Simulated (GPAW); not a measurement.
Here is a GPAW 26.7.0 calculation.

run.py

```python
import numpy as np
from ase.dft.bandgap import bandgap
from ase.io import read, write
from gpaw import GPAW, PW, setup_paths

setup_paths.insert(0, '.')

atoms = read('POSCAR')
atoms.pbc = (True, True, False)

calc = GPAW(mode=PW(450),
            xc='WC',
            kpts={'size': (10, 10, 1), 'gamma': True},
            occupations={'name': 'fermi-dirac', 'width': 0.05},
            nbands=35,
            convergence={'density': 1e-05, 'energy': 1e-05},
            maxiter=150,
            poissonsolver={'dipolelayer': 'xy'},
            txt='gpaw.txt')
atoms.calc = calc
energy = atoms.get_potential_energy()
forces = atoms.get_forces()
calc.write('gs.gpw')
write('result.traj', atoms)
print(f'Energy: {energy:.6f} eV')
print('Forces (eV/A):')
print(forces.round(4))
print('Fermi level:', round(calc.get_fermi_level(), 4), 'eV')
print(f'Gap: {bandgap(calc)[0]:.4f} eV, direct: {bandgap(calc, direct=True)[0]:.4f} eV')

v = calc.get_electrostatic_potential().mean(axis=(0, 1))
z = np.arange(len(v)) * atoms.cell[2, 2] / len(v)
ef = calc.get_fermi_level()
np.savetxt('planar.dat', np.c_[z, v], fmt='%.4f')
below, above = np.interp([1.5, atoms.cell[2, 2] - 1.5], z, v) - ef
print(f'Work functions: bottom {below:.4f} eV, top {above:.4f} eV')
print('Dipole moment:', *calc.get_dipole_moment().round(5), 'e A')
```

POSCAR

```
WS4
1.0
    3.1835163551      0.0000000000      0.0000000000
   -1.5917581776      2.7570060369      0.0000000000
    0.0000000000      0.0000000000     45.7822321587
S W S
2 1 2
Direct
    0.6666666700      0.3333333400      0.1638190111
    0.6666666700      0.3333333400      0.4659374011
    0.3333333300      0.6666666600      0.5000000000
    0.6666666700      0.3333333400      0.5340625989
    0.6666666700      0.3333333400      0.8361809889
```

Potentials or basis: PAW data sets generated in the run's folder for this functional, pw.

Command:

```bash
$ gpaw-setup -f WC S W
$ OMP_NUM_THREADS=1 python run.py
```

**Question.** Predict the largest force.

**Answer.** 0.083 eV/Å.

**Question.** What does it give for the work function of the upper face?

**Answer.** 7.07 eV.

**Question.** What does it give for the dipole across the slab?

**Answer.** 0.00 e·Å.

**Question.** Predict the work function of the lower face.

**Answer.** 7.07 eV.

Forces on the atoms (eV/Å):
```
S    0.000  0.000  0.000
S    0.000  0.000  0.083
W    0.000  0.000  0.000
S    0.000  0.000 -0.083
S    0.000  0.000  0.000
```

Spin-orbit coupling is left out, which matters for the levels of W.
